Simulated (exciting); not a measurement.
# Core excitons at the Br K edge of RbBr

Aim: the Br K absorption edge of RbBr with the electron–hole interaction treated explicitly, and what each term of the kernel does.

Main program and level: exciting sodium; X-ray absorption, core-level Bethe-Salpeter equation, exchange and statically screened direct term, Tamm-Dancoff, all-electron LAPW+lo LDA.

The database entry behind the starting cell differs from later determinations by our own check (about 0.5 % short), so it need not match the best structure at ambient conditions.

## (1) Set-up

Symmetry: Fm-3m, No. 225, cubic system. Conventional cell: a = 6.854 Å, b = 6.854 Å, c = 6.854 Å, α = 90.00°, β = 90.00°, γ = 90.00°. Rb has 6 Br at 3.43 Å nearest. Nearest to Br lie 6 Rb at 3.43 Å. Farther neighbours and most contacts between anions are not listed.

As a file:

```xyz
2
Lattice="0.0000 3.4270 3.4270 3.4270 0.0000 3.4270 3.4270 3.4270 0.0000" Properties=species:S:1:pos:R:3 pbc="T T T"
Rb    0.0000    0.0000    0.0000
Br    3.4270    3.4270    3.4270
```

Differences between curves are given as r.m.s. difference over r.m.s. height.

## (2) Ground state

The species files are the program's own, with muffin-tin radii set in the input.

Input file input.xml:

```
<input>
  <title>RbBr</title>
  <structure speciespath="." autormt="false" epslat="1.0e-5">
    <crystal>
      <basevect>0.0000000000 6.4760914279 6.4760914279</basevect>
      <basevect>6.4760914279 0.0000000000 6.4760914279</basevect>
      <basevect>6.4760914279 6.4760914279 0.0000000000</basevect>
    </crystal>
    <species speciesfile="Rb.xml" rmt="2.464">
      <atom coord="0.0000000000 0.0000000000 0.0000000000"/>
    </species>
    <species speciesfile="Br.xml" rmt="2.300">
      <atom coord="0.5000000000 0.5000000000 0.5000000000"/>
    </species>
  </structure>
  <groundstate do="fromscratch" xctype="LDA_PW" ngridk="3 3 3" rgkmax="7" gmaxvr="14" nempty="8" swidth="0.001" maxscl="100" epsengy="1e-5"/>
</input>
```

Run with:

```bash
$ OMP_NUM_THREADS=1 mpirun -n 4 exciting
```

Numbers of over 12 decimals in the logs are rounded to 6 here.

The program printed:

```text
EXCITING SODIUM started
********************************************************************************
* Ground-state run starting from atomic densities                              *
********************************************************************************
+ Starting initialization                                                      +
[... lattice and species ...]
 Spin treatment                             :    spin-unpolarised
 Number of Bravais lattice symmetries       :      48
[...]
+ Self-consistent loop stopped                                                 +
 STATE.OUT is written
********************************************************************************
* Groundstate module stopped                                                   *
********************************************************************************
 Total time spent (seconds)                 :        26.77
- CAUTION! Warnings have been written in file WARNING.OUT !                    -
| EXCITING SODIUM stopped                                                      =
[key lines of the parts left out:]
Total energy                               :     -5581.44348390
Fermi energy                               :         0.04853461
```

The job ended after 28 s (4 MPI ranks of Intel Xeon at 2.70GHz, shared host).

The warnings file holds hints only, no warning.

The mesh shows a gap of 3.95 eV. Core levels (Dirac, from the valence top):

```
atom  level  energy (eV)
  Br  2s1/2      -1721.0
  Br  2p1/2      -1550.4
  Br  2p3/2      -1503.0
  Br  3s1/2       -228.4
  Br  3p1/2       -169.1
  Br  3p3/2       -162.2
```

## (3) A richer basis for the empty states

Each species file gets more local orbitals, built from u and its energy derivative at 0.15 Ha and u at 0.9 Ha.

input.xml is that of step 2.

Input file SPECIES.xml, added lines:

```
<lo l="L">  <!-- L = 0, 1, 2 -->
  <wf matchingOrder="0" trialEnergy="0.1500" searchE="false"/>
  <wf matchingOrder="1" trialEnergy="0.1500" searchE="false"/>
  <wf matchingOrder="0" trialEnergy="0.9000" searchE="false"/>
</lo>
```

Run with:

```bash
$ OMP_NUM_THREADS=1 mpirun -n 4 exciting
```

The program printed:

```text
EXCITING SODIUM started
********************************************************************************
* Ground-state run starting from atomic densities                              *
********************************************************************************
+ Starting initialization                                                      +
[... lattice and species ...]
 Spin treatment                             :    spin-unpolarised
 Number of Bravais lattice symmetries       :      48
[...]
+ Self-consistent loop stopped                                                 +
 STATE.OUT is written
********************************************************************************
* Groundstate module stopped                                                   *
********************************************************************************
 Total time spent (seconds)                 :        17.92
- CAUTION! Warnings have been written in file WARNING.OUT !                    -
| EXCITING SODIUM stopped                                                      =
[key lines of the parts left out:]
Total energy                               :     -5581.44372845
Fermi energy                               :         0.04864520
```

Elapsed: 20 s, on 4 MPI ranks.

Against the first ground state the total energy moves by -3 meV an atom and the gap by 0.00 eV.

## (4) Screening, kernels and BSE for Br atom 2

The absorber has 6 Rb at 3.43 Å (octahedral, site symmetry m-3m).

input.xml: that of step 3 with these lines changed.

```diff
@@ -15,3 +15,20 @@
   </structure>
-  <groundstate do="fromscratch" xctype="LDA_PW" ngridk="3 3 3" rgkmax="7" gmaxvr="14" nempty="8" swidth="0.001" maxscl="100" epsengy="1e-5"/>
+  <groundstate do="skip" xctype="LDA_PW" ngridk="3 3 3" rgkmax="7" gmaxvr="14" nempty="8" swidth="0.001" maxscl="100" epsengy="1e-5"/>
+  <xs xstype="BSE" ngridk="4 4 4" ngridq="4 4 4" vkloff="0.097 0.273 0.493" rgkmax="7" nempty="38" gqmax="3" lmaxapwwf="5" lmaxemat="2" broad="0.04630" tevout="true">
+    <energywindow intv="487.834 489.451" points="439"/>
+    <screening screentype="full" nempty="61"/>
+    <BSE xas="true" xasspecies="2" xasatom="1" xasedge="K" bsetype="singlet" nstlxas="1 34"/>
+    <qpointset>
+      <qpoint>0 0 0</qpoint>
+    </qpointset>
+    <plan>
+      <doonly task="xsgeneigvec"/>
+      <doonly task="writepmatxs"/>
+      <doonly task="scrgeneigvec"/>
+      <doonly task="scrwritepmat"/>
+      <doonly task="screen"/>
+      <doonly task="scrcoulint"/>
+      <doonly task="exccoulint"/>
+    </plan>
+  </xs>
 </input>
```

Input file input.xml for the last start (plan only):

```
  <plan>
    <doonly task="bse"/>
  </plan>
```

Run with:

```bash
$ OMP_NUM_THREADS=1 mpirun -n 4 exciting
$ OMP_NUM_THREADS=4 exciting
```

The program printed:

```text
| EXCITING SODIUM started for task xsgeneigvec ( 301)                          =
One-shot GS runs for BSE calculations
One-shot GS runs for k+qmt/2 grids
Info(xsgeneigvec): Generating eigenvectors for Q-point      1
Info(xsgeneigvec): Generation of eigenvectors finished
| EXCITING SODIUM started for task writepmatxs ( 320)                          =
Info(writepmatxs): Momentum matrix elements finished
| EXCITING SODIUM started for task scrgeneigvec ( 401)                         =
One-shot GS runs for BSE calculations
One-shot GS runs for k+qmt/2 grids
[...]
Info(setup_bse_block): Setting up RR part of hamiltonian
Info(setup_bse_block): Singlet spin state
Info(bse): Diagonalizing RR Hamiltonian (TDA)
Info(bse): Invoking Lapack routine ZHEEVR
      4352 eigen solutions found in the interval:
         i1=       1 i2=    4352
Info(bse): Writing excition energies and oscillator strengths to text file.
Info(makespectrum_dist): Making spectrum using formula for coupling with time reversed AR basis.
Info(makespectrum_dist): Using formalism for vanishing momentum transfer.
Info(writederived): Writing quantities derived from the macroscopic dielectric function.
Info(bselauncher): Spectrum finished for iqmt=  1
Info(bselauncher): All done for BSE type singlet
```

Elapsed: 28 min, on 4 MPI ranks.

Wall time by task: xsgeneigvec 7.9 s, writepmatxs 10 s, scrgeneigvec 4.6 s, scrwritepmat 4.2 s, screen 86 s, scrcoulint 6.6 min, exccoulint 17 min, bse 1.7 min.

The Br K spectrum of Br atom 2 (energy from the Kohn–Sham onset, core level to the lowest empty state found on the meshes used, 13286.63 eV; the ground-state mesh sets it, and the shifted mesh has its lowest transition 0.30 eV above it; Im ε scaled to the maximum of the singlet run; cut below the end of the band set):

```
E (eV)  Im ε
  -9.5  0.03
  -9.0  0.03
  -8.5  0.03
  -8.0  0.04
  -7.5  0.04
  -7.0  0.04
  -6.5  0.05
  -6.0  0.05
  -5.5  0.06
  -5.0  0.07
  -4.5  0.08
  -4.0  0.10
  -3.5  0.12
  -3.0  0.15
  -2.5  0.18
  -2.0  0.24
  -1.5  0.32
  -1.0  0.45
  -0.5  0.64
   0.0  0.84
   0.5  0.98
   1.0  0.98
   1.5  0.90
   2.0  0.81
   2.5  0.77
   3.0  0.78
   3.5  0.78
   4.0  0.75
   4.5  0.70
   5.0  0.65
   5.5  0.59
   6.0  0.53
   6.5  0.46
   7.0  0.41
   7.5  0.39
   8.0  0.40
   8.5  0.43
   9.0  0.47
   9.5  0.48
  10.0  0.47
  10.5  0.46
  11.0  0.45
  11.5  0.45
  12.0  0.44
  12.5  0.43
  13.0  0.42
  13.5  0.40
  14.0  0.39
  14.5  0.38
  15.0  0.39
  15.5  0.39
  16.0  0.40
  16.5  0.41
  17.0  0.41
  17.5  0.40
  18.0  0.40
  18.5  0.39
  19.0  0.37
  19.5  0.33
  20.0  0.30
  20.5  0.29
  21.0  0.28
  21.5  0.28
  22.0  0.27
```

Maxima (height): 0.7 eV (1.00), 3.3 eV (0.79), 9.5 eV (0.48) and 16.5 eV (0.41).

The Hamiltonian has 4352 rows. The lowest groups of eigenvalues and the brightest ones, on the scale above (the program counts from the shifted mesh's onset, 0.30 eV higher). Core spinors bring spin-forbidden partners, so dark means forbidden by spin or by symmetry, and the shifted mesh splits states that symmetry would keep together:

```
energy (eV)  states within 10 meV  relative strength
     -1.101                     2             7.8e-4
     -0.335                     2               0.24
     -0.074                     2               0.47
      0.034                     2               0.69
      0.154                     2               0.49
      0.194                     2              0.047
      0.330                     2               0.71
      0.424                     2               0.88
      0.556                     2               0.87
      0.623                     2               1.00
```

## (5) Independent particles

input.xml: that of step 4 with these lines changed.

```diff
@@ -19,3 +19,3 @@
     <screening screentype="full" nempty="61"/>
-    <BSE xas="true" xasspecies="2" xasatom="1" xasedge="K" bsetype="singlet" nstlxas="1 34"/>
+    <BSE xas="true" xasspecies="2" xasatom="1" xasedge="K" bsetype="IP" nstlxas="1 34"/>
     <qpointset>
@@ -24,9 +24,3 @@
     <plan>
-      <doonly task="xsgeneigvec"/>
-      <doonly task="writepmatxs"/>
-      <doonly task="scrgeneigvec"/>
-      <doonly task="scrwritepmat"/>
-      <doonly task="screen"/>
-      <doonly task="scrcoulint"/>
-      <doonly task="exccoulint"/>
+      <doonly task="bse"/>
     </plan>
```

Run with:

```bash
$ OMP_NUM_THREADS=4 exciting
```

The program printed:

```text
| EXCITING SODIUM started for task bse ( 445)                                  =
Info(bselauncher): Init time:    0.987729
Info(bselauncher): Setting up and diagonalizing BSE Hamiltonian.
Info(bselauncher): Using momentum transfer vectors from list :   1 to  1
Info(bselauncher): Distributing qmt-points over   1 processes.
Info(bselauncher): BSE type: IP
Info(bselauncher): Momentum transfer list index: iqmt=  1
Info(bselauncher): Momentum transfer: vqmtl=   0.000   0.000   0.000
Info(bse): Inspecting occupations...
Info(setranges_modxs): Number of non-reduced k-points:       64
[...]
highest unoccupied state:  47
  Opening gap with a scissor of:      0.000/H      0.000/eV
Info(select_transitions): Number of participating transitions:    4352
Info(bse): Selecting transitions...
Info(bse):bsegap (eV): 13286.921647
Info(bse): IP requested, nothing much to do
Info(bse): Writing excition energies and oscillator strengths to text file.
Info(makespectrum_dist): Making spectrum using formula for coupling with time reversed AR basis.
Info(makespectrum_dist): Using formalism for vanishing momentum transfer.
Info(writederived): Writing quantities derived from the macroscopic dielectric function.
Info(bselauncher): Spectrum finished for iqmt=  1
Info(bselauncher): All done for BSE type IP
```

Wall time 3 s (4 threads).

Maxima (height): 7.0 eV (0.65), 11.0 eV (0.51) and 19.9 eV (0.57). Against the singlet run the r.m.s. difference is 53 %. Moving the earlier curve by +3.6 eV leaves 27 %. The highest maximum lies at 7.0 eV (0.65), against 0.7 eV (1.00).

## (6) Exchange alone

input.xml: that of step 5 with these lines changed.

```diff
@@ -19,3 +19,3 @@
     <screening screentype="full" nempty="61"/>
-    <BSE xas="true" xasspecies="2" xasatom="1" xasedge="K" bsetype="IP" nstlxas="1 34"/>
+    <BSE xas="true" xasspecies="2" xasatom="1" xasedge="K" bsetype="RPA" nstlxas="1 34"/>
     <qpointset>
```

Run with:

```bash
$ OMP_NUM_THREADS=4 exciting
```

The program printed:

```text
| EXCITING SODIUM started for task bse ( 445)                                  =
Info(bselauncher): Init time:    1.047571
Info(bselauncher): Setting up and diagonalizing BSE Hamiltonian.
Info(bselauncher): Using momentum transfer vectors from list :   1 to  1
Info(bselauncher): Distributing qmt-points over   1 processes.
Info(bselauncher): BSE type: RPA
Info(bselauncher): Momentum transfer list index: iqmt=  1
Info(bselauncher): Momentum transfer: vqmtl=   0.000   0.000   0.000
Info(bse): Inspecting occupations...
Info(setranges_modxs): Number of non-reduced k-points:       64
[...]
Info(setup_bse_block): Setting up RR part of hamiltonian
Info(setup_bse_block): Using RPA approximation
Info(bse): Diagonalizing RR Hamiltonian (TDA)
Info(bse): Invoking Lapack routine ZHEEVR
      4352 eigen solutions found in the interval:
         i1=       1 i2=    4352
Info(bse): Writing excition energies and oscillator strengths to text file.
Info(makespectrum_dist): Making spectrum using formula for coupling with time reversed AR basis.
Info(makespectrum_dist): Using formalism for vanishing momentum transfer.
Info(writederived): Writing quantities derived from the macroscopic dielectric function.
Info(bselauncher): Spectrum finished for iqmt=  1
Info(bselauncher): All done for BSE type RPA
```

Wall time 2 min (4 threads).

Maxima (height): 7.0 eV (0.65), 11.0 eV (0.51) and 19.9 eV (0.57). The spectrum is that of the independent-particle run within 1 %.

## (7) Direct term alone

input.xml: that of step 6 with these lines changed.

```diff
@@ -19,3 +19,3 @@
     <screening screentype="full" nempty="61"/>
-    <BSE xas="true" xasspecies="2" xasatom="1" xasedge="K" bsetype="RPA" nstlxas="1 34"/>
+    <BSE xas="true" xasspecies="2" xasatom="1" xasedge="K" bsetype="triplet" nstlxas="1 34"/>
     <qpointset>
```

Run with:

```bash
$ OMP_NUM_THREADS=4 exciting
```

The program printed:

```text
| EXCITING SODIUM started for task bse ( 445)                                  =
Info(bselauncher): Init time:    1.022590
Info(bselauncher): Setting up and diagonalizing BSE Hamiltonian.
Info(bselauncher): Using momentum transfer vectors from list :   1 to  1
Info(bselauncher): Distributing qmt-points over   1 processes.
Info(bselauncher): BSE type: triplet
Info(bselauncher): Momentum transfer list index: iqmt=  1
Info(bselauncher): Momentum transfer: vqmtl=   0.000   0.000   0.000
Info(bse): Inspecting occupations...
[...]
Info(setup_bse_block): Setting up RR part of hamiltonian
Info(setup_bse_block): Triplet spin state
Info(bse): Diagonalizing RR Hamiltonian (TDA)
Info(bse): Invoking Lapack routine ZHEEVR
      4352 eigen solutions found in the interval:
         i1=       1 i2=    4352
Info(bse): Writing excition energies and oscillator strengths to text file.
Info(makespectrum_dist): Making spectrum using formula for coupling with time reversed AR basis.
Info(makespectrum_dist): Using formalism for vanishing momentum transfer.
Info(writederived): Writing quantities derived from the macroscopic dielectric function.
Info(bselauncher): Spectrum finished for iqmt=  1
Info(bselauncher): All done for BSE type triplet
```

Run time: 99 s. Hardware: 4 threads.

Maxima (height): 0.7 eV (1.00), 3.3 eV (0.79), 9.5 eV (0.48) and 16.5 eV (0.41). The spectrum is that of the singlet run within 1 %.

## (8) A changed run

In this try the input is made faulty on purpose, to show what that does.

input.xml: that of step 7 with these lines changed.

```diff
@@ -16,6 +16,6 @@
   <groundstate do="skip" xctype="LDA_PW" ngridk="3 3 3" rgkmax="7" gmaxvr="14" nempty="8" swidth="0.001" maxscl="100" epsengy="1e-5"/>
-  <xs xstype="BSE" ngridk="4 4 4" ngridq="4 4 4" vkloff="0.097 0.273 0.493" rgkmax="7" nempty="38" gqmax="3" lmaxapwwf="5" lmaxemat="2" broad="0.04630" tevout="true">
+  <xs xstype="BSE" ngridk="4 4 4" ngridq="4 4 4" vkloff="0.097 0.273 0.493" rgkmax="7" nempty="38" gqmax="0.6" lmaxapwwf="5" lmaxemat="2" broad="0.04630" tevout="true">
     <energywindow intv="487.834 489.451" points="439"/>
     <screening screentype="full" nempty="61"/>
-    <BSE xas="true" xasspecies="2" xasatom="1" xasedge="K" bsetype="triplet" nstlxas="1 34"/>
+    <BSE xas="true" xasspecies="2" xasatom="1" xasedge="K" bsetype="singlet" nstlxas="1 34"/>
     <qpointset>
@@ -24,3 +24,6 @@
     <plan>
-      <doonly task="bse"/>
+      <doonly task="xsgeneigvec"/>
+      <doonly task="screen"/>
+      <doonly task="scrcoulint"/>
+      <doonly task="exccoulint"/>
     </plan>
```

Input file input.xml for the last start (plan only):

```
  <plan>
    <doonly task="bse"/>
  </plan>
```

Run with:

```bash
$ OMP_NUM_THREADS=1 mpirun -n 4 exciting
$ OMP_NUM_THREADS=4 exciting
```

The program printed:

```text
| EXCITING SODIUM started for task xsgeneigvec ( 301)                          =
One-shot GS runs for BSE calculations
One-shot GS runs for k+qmt/2 grids
Info(xsgeneigvec): Generating eigenvectors for Q-point      1
Info(xsgeneigvec): Generation of eigenvectors finished
| EXCITING SODIUM started for task screen ( 430)                               =
Info(screenlauncher): Calculating screening for unshifted q-grid.
Info(screenlauncher): Number of q points:       8
Info(screenlauncher): lowest (partially)  unoccupied state:     14
[...]
Info(setup_bse_block): Setting up RR part of hamiltonian
Info(setup_bse_block): Singlet spin state
Info(bse): Diagonalizing RR Hamiltonian (TDA)
Info(bse): Invoking Lapack routine ZHEEVR
      4352 eigen solutions found in the interval:
         i1=       1 i2=    4352
Info(bse): Writing excition energies and oscillator strengths to text file.
Info(makespectrum_dist): Making spectrum using formula for coupling with time reversed AR basis.
Info(makespectrum_dist): Using formalism for vanishing momentum transfer.
Info(writederived): Writing quantities derived from the macroscopic dielectric function.
Info(bselauncher): Spectrum finished for iqmt=  1
Info(bselauncher): All done for BSE type singlet
```

Run time: 2.8 min. Hardware: 4 MPI ranks.

Wall time by task: xsgeneigvec 5.3 s, screen 9.2 s, scrcoulint 63 s, exccoulint 4.6 s, bse 84 s.

The input has a fault: the cutoff of the kernels is far too low. Against the singlet run the r.m.s. difference is 20 %. The highest maximum lies at 1.2 eV (0.76), against 0.7 eV (1.00). The first bright state moves from -0.33 to -0.16 eV. The kernels miss the short-range part of the Coulomb interaction, its components above their cutoff.

```
E (eV)  first run  this run
 -10.0       0.03      0.02
  -9.0       0.03      0.02
  -8.0       0.04      0.03
  -7.0       0.04      0.03
  -6.0       0.05      0.04
  -5.0       0.07      0.05
  -4.0       0.10      0.07
  -3.0       0.15      0.10
  -2.0       0.24      0.15
  -1.0       0.45      0.27
   0.0       0.84      0.52
   1.0       0.98      0.75
   2.0       0.81      0.71
   3.0       0.78      0.67
   4.0       0.75      0.73
   5.0       0.65      0.69
   6.0       0.53      0.60
   7.0       0.41      0.45
   8.0       0.40      0.39
   9.0       0.47      0.45
  10.0       0.47      0.50
  11.0       0.45      0.48
  12.0       0.44      0.48
  13.0       0.42      0.46
  14.0       0.39      0.44
  15.0       0.39      0.42
  16.0       0.40      0.44
  17.0       0.41      0.46
  18.0       0.40      0.47
  19.0       0.37      0.46
  20.0       0.30      0.39
  21.0       0.28      0.35
  22.0       0.27      0.35
```

(Part 1 of 2 ends here.)

[Banner, clock and machine lines of the logs are left out without a mark of their own.]

[Logs are printed without paths, hosts, clocks, repeated set-up lines and the standing remarks that a program may print on its own settings, such as how far it seeks lower states.]

[Hosts, paths, dates, database ids (printed as entryN), source tags and the programs' standing remarks are cut or masked in the printed files.]
